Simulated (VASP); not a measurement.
# Pd (Im-3m) in VASP: notebook

One crystal, Pd, is run at these levels: PBE; tasks: single point.

Everything below comes from runs of VASP 6.6.1. Logs are shortened: lines on timing, memory, paths and dates and some standing lists are left out, and cuts for length are marked.

**1. Starting point**

Symmetry: Im-3m, No. 229, cubic system. Conventional cell: a = 3.145 Å, b = 3.145 Å, c = 3.145 Å, α = 90.00°, β = 90.00°, γ = 90.00°. Pd (site symmetry m-3m) is surrounded by 8 Pd at 2.72 Å.

This isn't the form of Pd at room conditions, which is fcc.

**2. Single point, PBE**

File INCAR:

```
SYSTEM = Pd
PREC = Normal ; ENCUT = 460
EDIFF = 1E-6 ; ISMEAR = 0
SIGMA = 0.1 ; LREAL = .FALSE.
LASPH = .TRUE. ; NELM = 100
ALGO = Normal ; ISIF = 2
LWAVE = .FALSE. ; LCHARG = .FALSE.
GGA = PE ; ADDGRID = .FALSE.
```

File KPOINTS:

```
Automatic mesh
0
G
  11 11 11
  0 0 0
```

File POSCAR:

```
Pd
1.0
   -1.5345420000      1.5703810000      1.5719130000
    1.5565800000     -1.5514420000      1.5750130000
    1.5718420000      1.5887420000     -1.5529740000
Pd
1
Direct
    0.0275280000      0.0634310000      0.0341390000
```

Potentials or basis: VASP PAW PBE potentials, release 64 (Pd).

Started as:

```console
$ cat potpaw_PBE.64/Pd/POTCAR > POTCAR
$ mpirun -np 1 vasp_std > vasp.out
```

OUTCAR:

```text
SYSTEM = Pd
   PREC = Normal
   ENCUT = 460
   EDIFF = 1E-6
   ISMEAR = 0
   LREAL = .FALSE.
   LASPH = .TRUE.
   NELM = 100
   ISIF = 2
   GGA = PE

 Found    666 irreducible k-points:

 Following reciprocal coordinates:
            Coordinates               Weight
  0.000000  0.000000  0.000000      1.000000
  0.090909  0.000000  0.000000      2.000000
  0.181818  0.000000 -0.000000      2.000000
  0.272727  0.000000  0.000000      2.000000
  0.363636  0.000000  0.000000      2.000000
  0.454545  0.000000  0.000000      2.000000
   k-points           NKPTS =    666   k-points in BZ     NKDIM =    666   number of bands    NBANDS=      9
   number of dos      NEDOS =    301   number of ions     NIONS =      1
   total plane-waves  NPLWV =   2744
   dimension x,y,z NGX =    14 NGY =   14 NGZ =   14
   dimension x,y,z NGXF=    28 NGYF=   28 NGZF=   28
   ions per type =               1
   NGX,Y,Z   is equivalent  to a cutoff of   8.62,  8.61,  8.55 a.u.
   NGXF,Y,Z  is equivalent  to a cutoff of  17.24, 17.22, 17.10 a.u.
 SYSTEM =  Pd
   PREC   = normal    normal or accurate (medium, high low for compatibility)
   ISTART =      0    job   : 0-new  1-cont  2-samecut
   ICHARG =      2    charge: 1-file 2-atom 10-const
   ISPIN  =      1    spin polarized calculation?
   LNONCOLLINEAR =      F non collinear calculations
   LSORBIT =      F    spin-orbit coupling
   LASPH  =      T    aspherical Exc in radial PAW
   ENCUT  =  460.0 eV  33.81 Ry    5.81 a.u.   4.72  4.73  4.76*2*pi/ulx,y,z
   NELM   =    100;   NELMIN=  2; NELMDL= -5     # of ELM steps
   EDIFF  = 0.1E-05   stopping-criterion for ELM
   LREAL  =      F    real-space projection
   EDIFFG = 0.1E-04   stopping-criterion for IOM
   NSW    =      0    number of steps for IOM
   IBRION =     -1    ionic relax: 0-MD 1-quasi-New 2-CG
   NFREE  =      0    steps in history (QN), initial steepest desc. (CG)
   ISIF   =      2    stress and relaxation
   ISYM   =      2    0-nonsym 1-usesym 2-fastsym
   POTIM  = 0.5000    time-step for ionic-motion
   TEBEG  =    0.0;   TEEND  =   0.0 temperature during run
   PSTRESS=    0.0 pullay stress
   NELECT =      10.0000    total number of electrons
   NUPDOWN=      -1.0000    fix difference up-down
   EMIN   =  10.00;   EMAX   =-10.00  energy-range for DOS
   EFERMI =   0.00;   METHOD = LEGACY
   ISMEAR =     0;   SIGMA  =   0.10  broadening in eV -4-tet -1-fermi 0-gaus
   EFERMI_NEDOS =   21; number of points for ismear=-14 and -15
   IALGO  =     38    algorithm
   IMIX   =      4    mixing-type and parameters
     AMIX     =   0.40;   BMIX     =  1.00
     AMIX_MAG =   1.60;   BMIX_MAG =  1.00
  volume/ion in A,a.u.               =      15.55       104.92
  Fermi-wavevector in a.u.,A,eV,Ry     =   1.413160  2.670485 27.171118  1.997021
  Thomas-Fermi vector in A             =   2.534834
   LORBIT       =      0    0 simple, 1 ext, 2 COOP (PROOUT), +10 PAW based schemes
   GGA     = PE    functional components
   LHFCALC =     F    Hartree Fock is set to
   AEXX    =    0.0000 exact exchange contribution
   IVDW    =     0    specifies the selected vdW correction
   LEPSILON=     F    determine dielectric tensor
   LRPA    =     F    only Hartree local field effects (RPA)
 non-spin polarized calculation
 Gauss-broadening in eV      SIGMA  =   0.10
  energy-cutoff  :      460.00
  volume of cell :       15.55
 maximum number of plane-waves:       369
   NGX =  9   NGY =  9   NGZ =  9

 number of electron      10.0000007 magnetization

 Free energy of the ion-electron system (eV)
  ---------------------------------------------------
  ext. energy  EPLUGINS =         0.00000000
  ---------------------------------------------------
  free energy    TOTEN  =        -5.16400092 eV

  energy without entropy =       -5.15561988  energy(sigma->0) =       -5.15981040

 E-fermi :   8.9188     XC(G=0): -12.8513

 val. band max:        8.9187156169   @ k =  -0.0909   0.0000   0.3636
 cond. band min:       8.9229417333   @ k =  -0.0000  -0.3636   0.2727
 fundamental gap:      0.0042261164
 Fermi energy:         8.9187504494

 k-point     1 :       0.0000    0.0000    0.0000
  band No.  band energies     occupation
      1       2.1900      2.00000
      2       6.0487      2.00000
      3       6.1445      2.00000
      4       6.3982      2.00000
      5       8.0180      2.00000
      6       8.0804      2.00000
      7      27.9475      0.00000
      8      28.0922      0.00000
      9      28.5271      0.00000

 k-point     2 :       0.0909    0.0000    0.0000
  band No.  band energies     occupation
      1       2.4842      2.00000
      2       6.0375      2.00000
      3       6.1197      2.00000
      4       6.5462      2.00000
      5       7.9210      2.00000
      6       8.0852      2.00000
      7      27.7073      0.00000
      8      28.1105      0.00000
      9      28.7670      0.00000

 k-point     3 :       0.1818    0.0000   -0.0000
  band No.  band energies     occupation
      1       3.2649      2.00000
      2       5.8132      2.00000
      3       6.1766      2.00000
      4       7.0747      2.00000
      5       7.7677      2.00000
      6       8.1091      2.00000
      7      26.0117      0.00000
      8      27.5983      0.00000
      9      29.5977      0.00000

 k-point     4 :       0.2727    0.0000    0.0000
  band No.  band energies     occupation
      1       4.0281      2.00000
      2       5.5198      2.00000
      3       6.6352      2.00000
      4       7.7605      2.00000
      5       7.8972      2.00000
      6       8.1590      2.00000
      7      22.8441      0.00000
      8      26.2212      0.00000
      9      30.3677      0.00000

 k-point     5 :       0.3636    0.0000    0.0000
  band No.  band energies     occupation
      1       4.1495      2.00000
      2       5.2618      2.00000
      3       7.7989      2.00000
      4       8.2102      2.00000
      5       8.2228      2.00000
      6       8.7695      1.96526
      7      19.4214      0.00000
      8      24.9167      0.00000
      9      28.0494      0.00000

 k-point     6 :       0.4545    0.0000    0.0000
  band No.  band energies     occupation
      1       4.0402      2.00000
      2       5.1138      2.00000
      3       7.9400      2.00000
      4       8.2688      2.00000
      5       9.3565      0.00000
      6       9.9521      0.00000
      7      16.7436      0.00000
      8      24.1822      0.00000
      9      26.7018      0.00000

 [... further k-points ...]

------------------------ aborting loop because EDIFF is reached ----------------------------------------

  FORCE on cell =-STRESS in cart. coord.  units (eV):
  Direction    XX          YY          ZZ          XY          YZ          ZX
  --------------------------------------------------------------------------------------
  -------------------------------------------------------------------------------------
  Total       -0.1020330     -0.0904783     -0.0923528     -0.1834298     -0.0786098     -0.0965403
  in kB      -10.5147863     -9.3240435     -9.5172205    -18.9029616     -8.1009664     -9.9487567
  external PRESSURE =      -9.7853501 kB  Pullay stress =       0.0000000 kB

 VOLUME and BASIS-vectors are now :
 -----------------------------------------------------------------------------
  energy-cutoff  :      460.00
  volume of cell :       15.55
      direct lattice vectors                 reciprocal lattice vectors
    -1.534542000  1.570381000  1.571913000    -0.005977961  0.314720194  0.315918219
     1.556580000 -1.551442000  1.575013000     0.317494029 -0.005640589  0.315580949
     1.571842000  1.588742000 -1.552974000     0.315948875  0.312837667 -0.004095334

 POSITION                                       TOTAL-FORCE (eV/Angst)
 -----------------------------------------------------------------------------------
      0.11015     -0.00094      0.09016         0.000000      0.000000      0.000000
 -----------------------------------------------------------------------------------
    total drift:                               -0.000050     -0.000031     -0.000142

  FREE ENERGIE OF THE ION-ELECTRON SYSTEM (eV)
  ---------------------------------------------------
  free  energy   TOTEN  =        -5.1640009230 eV

  energy  without entropy=       -5.1556198756  energy(sigma->0) =       -5.15981040
```

Wall time 28 s (1 thread of Intel Xeon Platinum 8375C at 2.90GHz (Ice Lake), shared host); peak memory 0.18 GiB.

These settings aren't checked as converged: the numbers below hold their error.

What came out:

* Free energy: -5.1640 eV
* Pressure: -1.0 GPa
* Band gap on the k mesh: none (metal or under the smearing width)

**3. Single point, PBE**

File INCAR:

```
SYSTEM = Pd
PREC = Accurate ; ENCUT = 460
EDIFF = 1E-6 ; ISMEAR = 0
SIGMA = 0.1 ; LREAL = Auto
LASPH = .TRUE. ; NELM = 100
ALGO = Normal ; ISIF = 2
LWAVE = .FALSE. ; LCHARG = .FALSE.
GGA = PE ; ADDGRID = .FALSE.
```

KPOINTS is that of step 2.

File POSCAR:

```
Pd
1.0
   -1.5722810000      1.5722810000      1.5722810000
    1.5722810000     -1.5722810000      1.5722810000
    1.5722810000      1.5722810000     -1.5722810000
Pd
1
Direct
    0.0000000000      0.0000000000      0.0000000000
```

Potentials or basis: VASP PAW PBE potentials, release 64 (Pd).

Started as:

```console
$ cat potpaw_PBE.64/Pd/POTCAR > POTCAR
$ mpirun -np 1 vasp_std > vasp.out
```

It took 17 s on 1 thread of Intel Xeon Platinum 8375C at 2.90GHz (Ice Lake), shared host; peak memory 0.13 GiB.

The run converged, but some of its settings lie outside the range that counts as converged, so its numbers aren't taken as properties of the crystal.

Results:

```
Free energy            : -5.1678 eV
Pressure               : -1.2 GPa
Band gap on the k mesh : none (metal or under the smearing width)
```

**4. Single point, PBE**

INCAR is that of step 3.

KPOINTS is that of step 3.

File POSCAR:

```
Pd
1.0
   -1.5345420000      1.5703810000      1.5719130000
    1.5565800000     -1.5514420000      1.5750130000
    1.5718420000      1.5887420000     -1.5529740000
Pd
1
Direct
    0.0275280000      0.0634310000      0.0341390000
```

Potentials or basis: VASP PAW PBE potentials, release 64 (Pd).

Started as:

```console
$ cat potpaw_PBE.64/Pd/POTCAR > POTCAR
$ mpirun -np 1 vasp_std > vasp.out
```

OUTCAR:

```text
SYSTEM = Pd
   PREC = Accurate
   ENCUT = 460
   EDIFF = 1E-6
   ISMEAR = 0
   LREAL = Auto
   LASPH = .TRUE.
   NELM = 100
   ISIF = 2
   GGA = PE

 Found    666 irreducible k-points:

 Following reciprocal coordinates:
            Coordinates               Weight
  0.000000  0.000000  0.000000      1.000000
  0.090909  0.000000  0.000000      2.000000
  0.181818  0.000000 -0.000000      2.000000
  0.272727  0.000000  0.000000      2.000000
  0.363636  0.000000  0.000000      2.000000
  0.454545  0.000000  0.000000      2.000000
[... 147 lines left out ...]

------------------------ aborting loop because EDIFF is reached ----------------------------------------

  FORCE on cell =-STRESS in cart. coord.  units (eV):
  Direction    XX          YY          ZZ          XY          YZ          ZX
  --------------------------------------------------------------------------------------
  -------------------------------------------------------------------------------------
  Total       -0.1014168     -0.0921057     -0.0920101     -0.1821321     -0.0785976     -0.0989703
  in kB      -10.4512883     -9.4917593     -9.4818982    -18.7692303     -8.0997020    -10.1991722
  external PRESSURE =      -9.8083153 kB  Pullay stress =       0.0000000 kB

 VOLUME and BASIS-vectors are now :
 -----------------------------------------------------------------------------
  energy-cutoff  :      460.00
  volume of cell :       15.55
      direct lattice vectors                 reciprocal lattice vectors
    -1.534542000  1.570381000  1.571913000    -0.005977961  0.314720194  0.315918219
     1.556580000 -1.551442000  1.575013000     0.317494029 -0.005640589  0.315580949
     1.571842000  1.588742000 -1.552974000     0.315948875  0.312837667 -0.004095334

 POSITION                                       TOTAL-FORCE (eV/Angst)
 -----------------------------------------------------------------------------------
      0.11015     -0.00094      0.09016         0.000000     -0.000000      0.000000
 -----------------------------------------------------------------------------------
    total drift:                                0.000001      0.000007      0.000004

  FREE ENERGIE OF THE ION-ELECTRON SYSTEM (eV)
  ---------------------------------------------------
  free  energy   TOTEN  =        -5.1643173367 eV

  energy  without entropy=       -5.1559358150  energy(sigma->0) =       -5.16012658
```

OSZICAR:

```text
N       E                     dE             d eps       ncg     rms          rms(c)
DAV:   1     0.348269257890E+02    0.34827E+02   -0.49011E+03 12124   0.932E+02
DAV:   2    -0.506790420429E+01   -0.39895E+02   -0.38764E+02 12655   0.181E+02
DAV:   3    -0.540711079844E+01   -0.33921E+00   -0.33748E+00 13386   0.196E+01
DAV:   4    -0.540893336967E+01   -0.18226E-02   -0.18223E-02 13040   0.138E+00
DAV:   5    -0.540895797308E+01   -0.24603E-04   -0.24604E-04 13473   0.148E-01    0.658E+00
DAV:   6    -0.517502459834E+01    0.23393E+00   -0.11213E+00 12233   0.979E+00    0.325E+00
DAV:   7    -0.516720814218E+01    0.78165E-02   -0.59526E-03 12959   0.709E-01    0.175E+00
DAV:   8    -0.516431679397E+01    0.28913E-02   -0.96175E-04 12757   0.267E-01    0.457E-02
DAV:   9    -0.516431733675E+01   -0.54278E-06   -0.96372E-06 13307   0.330E-02
   1 F= -.51643173E+01 E0= -.51601266E+01  d E =-.838152E-02
```

stdout:

```text
POSCAR found type information on POSCAR Pd
 POSCAR found :  1 types and       1 ions
 scaLAPACK will be used
 -----------------------------------------------------------------------------
|                                                                             |
|                                                                             |
|     You have a (more or less) 'small supercell' and for smaller cells       |
|     it is recommended to use the reciprocal-space projection scheme!        |
|     The real-space optimization is not efficient for small cells and it     |
|     is also less accurate ...                                               |
|     Therefore, set LREAL=.FALSE. in the INCAR file.                         |
|                                                                             |
 -----------------------------------------------------------------------------

 LDA part: xc-table for (Slater+PW92), standard interpolation
 POSCAR, INCAR and KPOINTS ok, starting setup
 FFT: planning ... GRIDC
 FFT: planning ... GRID_SOFT
 FFT: planning ... GRID
 WAVECAR not read
 entering main loop
```

Wall time 2.4 min (1 thread of Intel Xeon Platinum 8375C at 2.90GHz (Ice Lake), shared host); peak memory 0.17 GiB.

These settings aren't checked as converged: the numbers below hold their error.

What came out:

| Quantity | Value |
| --- | --- |
| Free energy | -5.1643 eV |
| Pressure | -1.0 GPa |
| Band gap on the k mesh | none (metal or under the smearing width) |

**5. Single point, PBE**

File INCAR:

```
SYSTEM = Pd
PREC = Accurate ; ENCUT = 460
EDIFF = 0.01 ; ISMEAR = 0
SIGMA = 0.1 ; LREAL = .FALSE.
LASPH = .TRUE. ; NELM = 100
ALGO = Normal ; ISIF = 2
LWAVE = .FALSE. ; LCHARG = .FALSE.
GGA = PE ; ADDGRID = .FALSE.
```

KPOINTS is that of step 4.

File POSCAR:

```
Pd
1.0
   -1.5722810000      1.5722810000      1.5722810000
    1.5722810000     -1.5722810000      1.5722810000
    1.5722810000      1.5722810000     -1.5722810000
Pd
1
Direct
    0.0000000000      0.0000000000      0.0000000000
```

Started as:

```console
$ cat potpaw_PBE.64/Pd/POTCAR > POTCAR
$ mpirun -np 1 vasp_std > vasp.out
```

It took 7.1 s on 1 thread of Intel Xeon Platinum 8375C at 2.90GHz (Ice Lake), shared host; peak memory 0.12 GiB.

These settings aren't checked as converged: the numbers below hold their error.

What came out:

* Free energy: -5.1702 eV
* Pressure: 4.0 GPa
* Band gap on the k mesh: none (metal or under the smearing width)
